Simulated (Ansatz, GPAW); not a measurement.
Given: the input of a run of GPAW 26.7.0 (ASE script) on Co. 

The input run.py:

```python
from ase import Atoms
from ase.dft.bandgap import bandgap
from ase.io import write
from ase.units import GPa
from gpaw import GPAW, PW

atoms = Atoms(['Co', 'Co'],
              cell=[[2.4719999032, 0.0, 0.0],
                    [-1.2359999516, 2.1408147143, 0.0],
                    [0.0, 0.0, 4.02114408]],
              scaled_positions=[[0.6666666667, 0.3333333333, 0.75],
                                [0.3333333333, 0.6666666667, 0.25]],
              pbc=True)
atoms.set_initial_magnetic_moments([2.0, 2.0])

calc = GPAW(mode=PW(600),
            xc='PBE',
            kpts={'size': (12, 12, 7), 'gamma': True},
            occupations={'name': 'methfessel-paxton', 'order': 0, 'width': 0.011},
            nbands=21,
            convergence={'density': 1e-05, 'energy': 1e-05},
            maxiter=150,
            txt='gpaw.txt')
atoms.calc = calc
energy = atoms.get_potential_energy()
forces = atoms.get_forces()
stress = atoms.get_stress()
calc.write('gs.gpw')
write('result.traj', atoms)
print(f'Energy: {energy:.6f} eV')
print('Forces (eV/A):')
print(forces.round(4))
print('Stress (GPa):', (stress / GPa).round(3))
print('Moments:', calc.get_magnetic_moments().round(3))
print('Fermi level:', round(calc.get_fermi_level(), 4), 'eV')
print(f'Gap: {bandgap(calc)[0]:.4f} eV, direct: {bandgap(calc, direct=True)[0]:.4f} eV')
```

Potentials or basis: GPAW PAW data sets (gpaw-data 1.2.1), pw.

Command:

```console
$ OMP_NUM_THREADS=1 python run.py
```

Q: What does the same run look like in Ansatz 0.2.0? Potentials or basis there: all-electron LAPW, scalar-relativistic.

A: As run (cutoffs and basis follow the program's own potentials, and thresholds, step limits or extra output files can differ):

Contents of input.yaml:

```yaml
crystal:
  lattice:
    - [2.4719999032, 0.0, 0.0]
    - [-1.2359999516, 2.1408147143, 0.0]
    - [0.0, 0.0, 4.02114408]
  atoms:
    - { symbol: Co, position: [0.6666666667, 0.3333333333, 0.75], spin: 2.0 }
    - { symbol: Co, position: [0.3333333333, 0.6666666667, 0.25], spin: 2.0 }
kpoints:
  mp_grid: { grid: [12, 12, 7] }
scf:
  occupations: { method: gaussian, width: 0.011 }
hamiltonian:
  xc: pbe
  pseudopotentials: { kind: all_electron, lapw: { basis_error: 0.001 } }
magnetization:
  spin_polarized: true
output:
  forces: true
  stress: true
  eigenvalues: true
```

Potentials or basis: all-electron LAPW, scalar-relativistic.

Launch:

```bash
$ ansatz run input.yaml --threads 2 --pin off --max-ram 6144MiB --backend cpu --events-out ev --progress --plain --runs-dir out
```

Both were run:

|  | GPAW | Ansatz |
| --- | --- | --- |
| Pressure | 4.8 GPa | 4.6 GPa |
| Net moment | 3.22 μB per cell | 3.22 μB per cell |

Where Ansatz's input types no cutoff or centring, it takes its own default and a Γ-centred mesh.

The magnetic state is the one that the start led to; the real crystal's order can differ.

Pressure is positive in compression.
